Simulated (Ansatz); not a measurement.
LiF in the zincblende structure, relaxed with r2SCAN in Ansatz. It is cubic, F-43m (No. 216); conventional cell a = 4.289 Å, 9.86 Å³ an atom. Li has 4 F at 1.86 Å; F has 4 Li at 1.86 Å.

The axes x, y and z are those of this cell:
```yaml
crystal:
  lattice:
    - [0.00000, 2.14461, 2.14461]
    - [2.14461, 0.00000, 2.14461]
    - [2.14461, 2.14461, 0.00000]
  atoms:
    - { symbol: Li, position: [0.00000, 0.00000, 0.00000] }
    - { symbol: F, position: [0.25000, 0.25000, 0.25000] }
```

Unstrained: With PBE the gap is 7.930 eV and direct, at Γ. The r2SCAN gap is direct at Γ: 8.663 eV. The HSE06 gap is direct at Γ: 10.111 eV. Meshes: PBE 10×10×10, r2SCAN 10×10×10, HSE06 8×8×8. Strains are changes of length per length, and xy shears are angles. After each strain the atoms were relaxed again with r2SCAN within the symmetry that the strain leaves, so tilts or polar shifts that break it weren't tested; points keep the names that they have in the unstrained zone. No spin polarisation. The prototype was imposed, so other structures may be more stable.

Problem. Apply isotropic -5.91 % on every length. How far does the gap move, against the unstrained cell?

Solution. PBE: the gap goes from 7.930 to 9.039 eV (+1.109 eV). r2SCAN: the gap goes from 8.663 to 9.824 eV (+1.161 eV). HSE06: the gap goes from 10.111 to 11.315 eV (+1.204 eV). The r2SCAN energy rises by 69.4 meV an atom.

Problem. One strain changed the r2SCAN stress by xx +0.02, yy +0.02, zz -0.05, xy +1.14 GPa (compression positive) and the gap by -0.065 eV (PBE), -0.065 eV (r2SCAN), -0.065 eV (HSE06). Which kind of strain was it, and roughly how large?

Solution. Xy shear, engineering strain (angle) -3.16 %. The pattern of the stress gives the kind; the size needs the stiffness, so it is an estimate.

Problem. Estimate what uniaxial +2.34 % along x, other directions held does to the gap.

Solution. PBE: the gap goes from 7.930 to 7.790 eV (-0.140 eV); with r2SCAN the top three valence levels at Γ, degenerate before, become 2+1 from the top over 40 meV. r2SCAN: the gap goes from 8.663 to 8.517 eV (-0.146 eV). HSE06: the gap goes from 10.111 to 9.959 eV (-0.152 eV). The r2SCAN energy rises by 1.1 meV an atom.

The meshes of the hybrids are coarse, so their gaps aren't converged to the digits shown.

The splittings at Γ are without spin-orbit coupling, which regroups them where it is of like size or larger.
